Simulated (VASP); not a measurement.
# MgO (P6_3mc) in VASP: notebook

One crystal, MgO, is run at these levels: r2SCAN; tasks: single point.

All numbers are computed with VASP 6.6.1; they aren't measurements. Logs are shortened: lines on timing, memory, paths and dates and some standing lists are left out, and cuts for length are marked.

## 1. Starting point

It takes space group P6_3mc (No. 186, hexagonal). The conventional cell has a = 3.308 Å, b = 3.308 Å, c = 4.983 Å, α = 90.00°, β = 90.00°, γ = 120.00°. Mg (site symmetry 3m) is surrounded by 4 O at 1.97 to 1.99 Å. Around O (site symmetry 3m) lie 4 Mg at 1.97 to 1.99 Å.

Measurements of this composition are mostly on another form, of space group No. 225.

## 2. Single point, r2SCAN

INCAR

```
SYSTEM = MgO
  PREC = Accurate
  ENCUT = 800
  EDIFF = 1E-6
  ISMEAR = 0
  SIGMA = 0.5
  LREAL = .False.
  LASPH = .True.
  NELM = 100
  ALGO = Normal
  ISIF = 2
  LWAVE = .False.
  LCHARG = .False.
  METAGGA = R2SCAN
  LMIXTAU = .True.
  NBANDS = 16
  ADDGRID = .False.
```

KPOINTS

```
Automatic mesh
0
Gamma
  4 4 2
  0 0 0
```

POSCAR

```
MgO
1.0
    3.3077869865      0.0000000000      0.0000000000
   -1.6538934933      2.8646275606      0.0000000000
    0.0000000000      0.0000000000      4.9828816700
Mg O
2 2
Direct
    0.6747690000      0.3351150000      0.5028290000
    0.3311760000      0.6515210000      0.0154490000
    0.6888710000      0.3367780000      0.8828130000
    0.3168690000      0.6615630000      0.3988200000
```

Potentials or basis: VASP PAW PBE potentials, release 64 (Mg, O_h).

Run with:

```console
$ cat potpaw_PBE.64/Mg/POTCAR potpaw_PBE.64/O_h/POTCAR > POTCAR
$ mpirun -np 1 vasp_std > vasp.out
```

OUTCAR:

```text
SYSTEM = MgO
   PREC = Accurate
   ENCUT = 800
   EDIFF = 1E-6
   ISMEAR = 0
   LREAL = .False.
   LASPH = .True.
   NELM = 100
   ISIF = 2
   METAGGA = R2SCAN

 Found     20 irreducible k-points:

 Following reciprocal coordinates:
            Coordinates               Weight
  0.000000  0.000000  0.000000      1.000000
  0.250000  0.000000  0.000000      2.000000
  0.000000  0.250000  0.000000      2.000000
 -0.250000  0.250000  0.000000      2.000000
  0.500000  0.000000  0.000000      1.000000
  0.000000  0.500000  0.000000      1.000000
   k-points           NKPTS =     20   k-points in BZ     NKDIM =     20   number of bands    NBANDS=     16
   number of dos      NEDOS =    301   number of ions     NIONS =      4
   total plane-waves  NPLWV =  49152
   dimension x,y,z NGX =    32 NGY =   32 NGZ =   48
   dimension x,y,z NGXF=    64 NGYF=   64 NGZF=   96
   ions per type =               2   2
   NGX,Y,Z   is equivalent  to a cutoff of  16.08, 16.08, 16.01 a.u.
   NGXF,Y,Z  is equivalent  to a cutoff of  32.17, 32.17, 32.03 a.u.
 SYSTEM =  MgO
   PREC   = accura    normal or accurate (medium, high low for compatibility)
   ISTART =      0    job   : 0-new  1-cont  2-samecut
   ICHARG =      2    charge: 1-file 2-atom 10-const
   ISPIN  =      1    spin polarized calculation?
   LNONCOLLINEAR =      F non collinear calculations
   LSORBIT =      F    spin-orbit coupling
   LASPH  =      T    aspherical Exc in radial PAW
   ENCUT  =  800.0 eV  58.80 Ry    7.67 a.u.   7.63  7.63 11.49*2*pi/ulx,y,z
   NELM   =    100;   NELMIN=  2; NELMDL= -5     # of ELM steps
   EDIFF  = 0.1E-05   stopping-criterion for ELM
   LREAL  =      F    real-space projection
   EDIFFG = 0.1E-04   stopping-criterion for IOM
   NSW    =      0    number of steps for IOM
   IBRION =     -1    ionic relax: 0-MD 1-quasi-New 2-CG
   NFREE  =      0    steps in history (QN), initial steepest desc. (CG)
   ISIF   =      2    stress and relaxation
   ISYM   =      2    0-nonsym 1-usesym 2-fastsym
   POTIM  = 0.5000    time-step for ionic-motion
   TEBEG  =    0.0;   TEEND  =   0.0 temperature during run
   PSTRESS=    0.0 pullay stress
   NELECT =      16.0000    total number of electrons
   NUPDOWN=      -1.0000    fix difference up-down
   EMIN   =  10.00;   EMAX   =-10.00  energy-range for DOS
   EFERMI =   0.00;   METHOD = LEGACY
   ISMEAR =     0;   SIGMA  =   0.50  broadening in eV -4-tet -1-fermi 0-gaus
   EFERMI_NEDOS =   21; number of points for ismear=-14 and -15
   IALGO  =     38    algorithm
   IMIX   =      4    mixing-type and parameters
     AMIX     =   0.40;   BMIX     =  1.00
     AMIX_MAG =   1.60;   BMIX_MAG =  1.00
  volume/ion in A,a.u.               =      11.80        79.66
  Fermi-wavevector in a.u.,A,eV,Ry     =   1.141351  2.156842 17.724080  1.302683
  Thomas-Fermi vector in A             =   2.278052
   LORBIT       =      0    0 simple, 1 ext, 2 COOP (PROOUT), +10 PAW based schemes
   METAGGA = R2SCAN    functional components
   LHFCALC =     F    Hartree Fock is set to
   AEXX    =    0.0000 exact exchange contribution
   IVDW    =     0    specifies the selected vdW correction
   LEPSILON=     F    determine dielectric tensor
   LRPA    =     F    only Hartree local field effects (RPA)
 non-spin polarized calculation
 Gauss-broadening in eV      SIGMA  =   0.50
  energy-cutoff  :      800.00
  volume of cell :       47.22
 maximum number of plane-waves:      2446
 NGX is ok and might be reduce to    32
   NGX = 15   NGY = 15   NGZ = 23

 number of electron      16.0000000 magnetization

 Free energy of the ion-electron system (eV)
  ---------------------------------------------------
  ext. energy  EPLUGINS =         0.00000000
  ---------------------------------------------------
  free energy    TOTEN  =       -31.70334820 eV

  energy without entropy =      -31.70334820  energy(sigma->0) =      -31.70334820

 E-fermi :   3.0233     XC(G=0): -10.1946

 val. band max:        0.9359658355   @ k =   0.0000   0.0000   0.0000
 cond. band min:       5.1405943130   @ k =   0.0000   0.0000   0.0000
 fundamental gap:      4.2046284775
 Fermi energy:         3.0233084143

 k-point     1 :       0.0000    0.0000    0.0000
  band No.  band energies     occupation
      1     -16.1998      2.00000
      2     -15.3544      2.00000
      3      -2.2259      2.00000
      4       0.1541      2.00000
      5       0.3033      2.00000
      6       0.6892      2.00000
      7       0.7673      2.00000
      8       0.9360      2.00000
      9       5.1406      0.00000
     10      10.2724      0.00000
     11      12.1684      0.00000
     12      15.8190      0.00000
     13      16.2284      0.00000
     14      18.2643      0.00000
     15      18.3951      0.00000
     16      18.9363      0.00000

 k-point     2 :       0.2500    0.0000    0.0000
  band No.  band energies     occupation
      1     -15.9346      2.00000
      2     -15.2822      2.00000
      3      -1.6608      2.00000
      4      -0.9872      2.00000
      5      -0.4602      2.00000
      6       0.0140      2.00000
      7       0.6916      2.00000
      8       0.7161      2.00000
      9       7.1936      0.00000
     10      11.1470      0.00000
     11      11.9034      0.00000
     12      12.9256      0.00000
     13      15.4939      0.00000
     14      16.6631      0.00000
     15      17.0315      0.00000
     16      17.7501      0.00000

 k-point     3 :       0.0000    0.2500    0.0000
  band No.  band energies     occupation
      1     -15.9431      2.00000
      2     -15.2753      2.00000
      3      -1.6763      2.00000
      4      -1.0362      2.00000
      5      -0.3296      2.00000
      6      -0.0591      2.00000
      7       0.6239      2.00000
      8       0.7320      2.00000
      9       7.2715      0.00000
     10      11.0155      0.00000
     11      11.8713      0.00000
     12      13.1140      0.00000
     13      15.3717      0.00000
     14      16.6268      0.00000
     15      17.1372      0.00000
     16      17.7934      0.00000

 k-point     4 :      -0.2500    0.2500    0.0000
  band No.  band energies     occupation
      1     -15.9462      2.00000
      2     -15.2714      2.00000
      3      -1.6846      2.00000
      4      -1.0629      2.00000
      5      -0.3230      2.00000
      6      -0.0781      2.00000
      7       0.6596      2.00000
      8       0.7550      2.00000
      9       7.2831      0.00000
     10      10.9317      0.00000
     11      11.8384      0.00000
     12      13.2143      0.00000
     13      15.3605      0.00000
     14      16.5814      0.00000
     15      17.2123      0.00000
     16      17.6966      0.00000

 k-point     5 :       0.5000    0.0000    0.0000
  band No.  band energies     occupation
      1     -15.6012      2.00000
      2     -15.2624      2.00000
      3      -1.9794      2.00000
      4      -1.2329      2.00000
      5      -0.5953      2.00000
      6      -0.2201      2.00000
      7       0.0158      2.00000
      8       0.6380      2.00000
      9       9.2286      0.00000
     10      10.0598      0.00000
     11      11.2197      0.00000
     12      12.6182      0.00000
     13      14.8826      0.00000
     14      15.9526      0.00000
     15      16.2697      0.00000
     16      18.3558      0.00000

 k-point     6 :       0.0000    0.5000    0.0000
  band No.  band energies     occupation
      1     -15.6330      2.00000
      2     -15.2336      2.00000
      3      -2.0743      2.00000
      4      -1.0779      2.00000
      5      -0.7561      2.00000
      6      -0.2935      2.00000
      7       0.2167      2.00000
      8       0.5349      2.00000
      9       9.4124      0.00000
     10       9.8822      0.00000
     11      11.0791      0.00000
     12      12.7108      0.00000
     13      14.9821      0.00000
     14      15.8516      0.00000
     15      16.7526      0.00000
     16      18.2989      0.00000

 [... further k-points ...]

------------------------ aborting loop because EDIFF is reached ----------------------------------------

  FORCE on cell =-STRESS in cart. coord.  units (eV):
  Direction    XX          YY          ZZ          XY          YZ          ZX
  --------------------------------------------------------------------------------------
  -------------------------------------------------------------------------------------
  Total       -1.1229449     -2.0692225      1.6471769      0.9224660      0.0686642     -0.0751890
  in kB      -38.1050696    -70.2152598     55.8939172     31.3021864      2.3299923     -2.5514009
  external PRESSURE =     -17.4754707 kB  Pullay stress =       0.0000000 kB

 VOLUME and BASIS-vectors are now :
 -----------------------------------------------------------------------------
  energy-cutoff  :      800.00
  volume of cell :       47.22
      direct lattice vectors                 reciprocal lattice vectors
     3.307786987  0.000000000  0.000000000     0.302316928  0.174542760  0.000000000
    -1.653893493  2.864627561  0.000000000     0.000000000  0.349085519  0.000000000
     0.000000000  0.000000000  4.982881670     0.000000000  0.000000000  0.200687086

 POSITION                                       TOTAL-FORCE (eV/Angst)
 -----------------------------------------------------------------------------------
      1.67775      0.95998      2.50554        -0.656023     -0.279839     -0.194626
      0.01791      1.86637      0.07698         0.367267      0.399535     -1.343198
      1.72164      0.96474      4.39895        -0.506394     -0.380723      1.522694
     -0.04602      1.89513      1.98727         0.795150      0.261027      0.015129
 -----------------------------------------------------------------------------------
    total drift:                               -0.000569     -0.000888     -0.003548

  FREE ENERGIE OF THE ION-ELECTRON SYSTEM (eV)
  ---------------------------------------------------
  free  energy   TOTEN  =       -31.7033481983 eV

  energy  without entropy=      -31.7033481978  energy(sigma->0) =      -31.70334820
```

Run time: 3 min. Hardware: 1 thread of AMD EPYC 7R43 (Zen 3), shared host; peak memory 0.18 GiB.

The run converged, but some of its settings lie outside the range that counts as converged, so its numbers aren't taken as properties of the crystal.

Results:

* Free energy: -31.7033 eV
* Largest force: 1.649 eV/Å
* Band gap on the k mesh: 4.20 eV, direct

Caveat: the k mesh is coarse (spacing up to 0.63 Å⁻¹), so the values aren't converged; the cutoff is under 1.25 times the usual one of these potentials, so pressure, stress and relaxed cells hold a basis-set (Pulay) error; the PAW data sets were made with another functional, which shifts forces and pressure a little.

[end of part 1 of 2]
